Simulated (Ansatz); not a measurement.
# Mn (hcp type): how the settings move a single-point run

Aim: see which settings change the result for Mn (hcp type), by how much, and at what cost.

Computed with Ansatz 0.2.0 (reference: DFT, PBE, PAW with Ansatz's default frozen-core files, scalar-relativistic, unless a step's input says otherwise).

1 further run of the same task is left out (it didn't finish).

## 1. The structure to begin with

It takes space group P6_3/mmc (No. 194, hexagonal). The conventional cell has a = 1.976 Å, b = 1.976 Å, c = 3.170 Å, α = 90.00°, β = 90.00°, γ = 120.00°. Mn (site symmetry -6m2) is surrounded by 12 Mn at 1.95 to 1.98 Å.

Coordinates:

```cif
data_structure
_symmetry_space_group_name_H-M 'P 1'
_symmetry_Int_Tables_number 1
_cell_length_a 1.9760
_cell_length_b 1.9760
_cell_length_c 3.1701
_cell_angle_alpha 90.000
_cell_angle_beta 90.000
_cell_angle_gamma 120.000
_cell_volume 10.72
loop_
_atom_site_label
_atom_site_type_symbol
_atom_site_fract_x
_atom_site_fract_y
_atom_site_fract_z
_atom_site_occupancy
Mn1 Mn 0.33333 0.66667 0.25000 1
Mn2 Mn 0.66667 0.33333 0.75000 1
```

## 2. Reference

File input.yaml:

```yaml
crystal:
  lattice:
    - [1.9760216123, 0.0, 0.0]
    - [-0.9880108061, 1.7112849146, 0.0]
    - [0.0, 0.0, 3.1700806417]
  atoms:
    - { symbol: Mn, position: [0.3333333333, 0.6666666667, 0.25], spin: 3.0 }
    - { symbol: Mn, position: [0.6666666667, 0.3333333333, 0.75], spin: 3.0 }
magnetization:
  spin_polarized: true
kpoints:
  mp_grid: { grid: [17, 17, 9] }
scf:
  occupations: { method: fermi_dirac, width: 0.1 }
hamiltonian:
  xc: pbe
  pseudopotentials: { kind: paw }
output:
  forces: true
  stress: true
  eigenvalues: true
  populations: true
  write_density: true
  write_potential: true
  elf: true
  volumetric_format: npy
```

Command:

```console
> ansatz run input.yaml --threads 1 --pin off --max-ram 3072MiB --backend cpu --events-out ev --progress --plain --runs-dir out
```

## 3. Changed: starting moments, chi_scale 0.1

File input.yaml:

```yaml
crystal:
  lattice:
    - [1.9760216123, 0.0, 0.0]
    - [-0.9880108061, 1.7112849146, 0.0]
    - [0.0, 0.0, 3.1700806417]
  atoms:
    - { symbol: Mn, position: [0.3333333333, 0.6666666667, 0.25], spin: 2.0 }
    - { symbol: Mn, position: [0.6666666667, 0.3333333333, 0.75], spin: 4.0 }
magnetization:
  spin_polarized: true
kpoints:
  mp_grid: { grid: [17, 17, 9] }
scf:
  occupations: { method: fermi_dirac, width: 0.1 }
  initial_density: { chi_scale: 0.1 }
hamiltonian:
  xc: pbe
  pseudopotentials: { kind: paw }
output:
  forces: true
  stress: true
  eigenvalues: true
  populations: true
```

What does the calculation give? Wanted: for each run, ending; energy change; pressure; gap; force.

As calculated:

| run | ending | energy change | pressure (GPa) | gap (eV) | force (eV/Å) | cycles | time |
| --- | --- | --- | --- | --- | --- | --- | --- |
| reference | converged | 0 | 805.9 | 0.00 | 0.00 | 11 | 8.9 s |
| 1: starting moments, chi_scale 0.1 | converged | 0.0 meV/atom | 805.9 | 0.00 | 0.00 | 12 | 16 s |

Times don't compare one to one where runs were asked for different outputs or read a saved state (see the inputs); cycles may leave out searches for a lower state.

Residual by cycle in the longest SCF loop of each run; runs are numbered as in the table. The quantity is the density residual dr2, in eV.

| cycle | reference | run 1 |
| --- | --- | --- |
| 1 | 2.42 | 2.41 |
| 2 | 0.414 | 0.414 |
| 3 | 0.437 | 0.484 |
| 4 | 0.0121 | 0.0448 |
| 5 | 0.0155 | 0.876 |
| 6 | 7.5e-5 | 0.0133 |
| 7 | 5.2e-6 | 5.5e-5 |
| 8 | 3.0e-8 | 2.1e-5 |
| 9 | 5.9e-9 | 1.5e-6 |
| 10 | 3.6e-11 | 3.1e-8 |
| 11 | 3.7e-14 | 4.2e-9 |
| 12 | - | 1.2e-9 |

What this shows: With the changed spin start and start the energy stays within 0.5 meV/atom: no moment survives, so both runs end on the same non-magnetic state. The structure is not at rest: the sound run finds 806 GPa, so these are no properties of the relaxed crystal. 
